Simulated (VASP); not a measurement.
# Ba in VASP: the effect of functional

Ba, a slab with vacuum:

```
Ba
1.0
     4.57168    0.00000    0.00000
     0.00000    6.46533    0.00000
     0.00000    0.00000   24.14336
Ba
5
Cartesian
  2.2858 3.2327 7.5000
  0.0000 0.0000 9.7858
  2.2858 3.2327 12.0717
  0.0000 0.0000 14.3575
  2.2858 3.2327 16.6434
```

Alike in all runs:

```yaml
Program: VASP 6.6.1
Task: work function
Cutoff: 520 eV
k_mesh: 5 × 3 × 1
Occupations: fermi-dirac, width 0.05 eV
Spin: no spin polarisation
```

```csv
functional,potentials or basis,work function (eV)
LDA,"VASP PAW LDA potentials, release 64 (Ba_sv)",?
PBEsol,"VASP PAW PBE potentials, release 64 (Ba_sv)",2.40
RPBE,"VASP PAW PBE potentials, release 64 (Ba_sv)",2.26
revPBE,"VASP PAW PBE potentials, release 64 (Ba_sv)",2.27
BLYP,"VASP PAW PBE potentials, release 64 (Ba_sv)",2.08
PW91,"VASP PAW PBE potentials, release 64 (Ba_sv)",2.38
```

Task: What does the run with functional LDA give?

Result: Work function 2.54 eV.

Runs at the PBE level aren't shown here.
